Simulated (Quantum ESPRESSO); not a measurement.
TiSi in Quantum ESPRESSO: the effect of target pressure

The system is TiSi.

```
Ti Si
1.0
     1.81618   -2.11762    0.00000
     1.81618    2.11762    0.00000
     0.00000    0.00000    3.80393
Ti Si
1 1
Direct
  0.50000 0.50000 0.00000
  0.00000 0.00000 0.50000
```

The cell comes from a database or a generator and needn't be the stable form of this composition.

Alike in all runs:

```yaml
Program: Quantum ESPRESSO 7.5
Task: relaxation of cell and atoms
Functional: PBEsol
Potentials_or_basis: GBRV 1.5 PBEsol
Cutoff: 707 eV
Density_cutoff: 5633 eV
k_mesh: 10 × 10 × 7
Occupations: fermi-dirac, width 0.05 eV
Spin: no spin polarisation
```

Each run relaxes the cell or the atoms first.

Problem. One run gave: relaxed volume 13.65 Å³/atom. Which target pressure did it use?
A. 2 GPa
B. 30 GPa
C. 5 GPa
D. 10 GPa
E. 0 GPa

Solution. C.

```csv
target pressure,relaxed volume (Å³/atom)
0 GPa,14.13
2 GPa,13.92
5 GPa,13.65
10 GPa,13.26
20 GPa,12.63
30 GPa,12.11
```

Caveats: the volume moved by over 15 % at a fixed basis, so the end points are rough (some runs).
